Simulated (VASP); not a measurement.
Input of a VASP 6.6.1 run:

Contents of INCAR:

```
SYSTEM = ZnAu
  PREC = Accurate
  ENCUT = 520
  EDIFF = 1E-8
  ISMEAR = -1
  SIGMA = 0.05
  LREAL = .FALSE.
  LASPH = .TRUE.
  NELM = 100
  ALGO = Normal
  ISIF = 2
  LWAVE = .FALSE.
  LCHARG = .FALSE.
  GGA = PE
  LEFG = .TRUE.
  NBANDS = 18
```

Contents of KPOINTS:

```
regular mesh
0
G
  12 12 12
  0 0 0
```

The input POSCAR:

```
ZnAu
1.0
    3.0211200000      0.0000000000      0.0000000000
    0.0000000000      3.0211200000      0.0000000000
    0.0000000000      0.0000000000      3.1470000000
Zn Au
1 1
Direct
    0.5000000000      0.5000000000      0.5000000000
    0.0000000000      0.0000000000      0.0000000000
```

Potentials or basis: VASP PAW PBE potentials, release 64 (Zn, Au).

Command:

```bash
$ cat potpaw_PBE.64/Zn/POTCAR potpaw_PBE.64/Au/POTCAR > POTCAR
$ mpirun -np 1 vasp_std > vasp.out
```

Problem. Estimate the pressure.

Solution. 19.6 GPa.

Problem. Predict the band gap on the k mesh.

Solution. None (metal or under the smearing width).

Stress tensor (GPa, compression positive):
```
19.91  0.00  0.00
 0.00 19.91  0.00
 0.00  0.00 18.86
```

Caveat: so large a pressure means that the cell lies far from this level's equilibrium, or that cutoff or potentials fall short. Spin-orbit coupling is left out, which matters for the levels of Au.
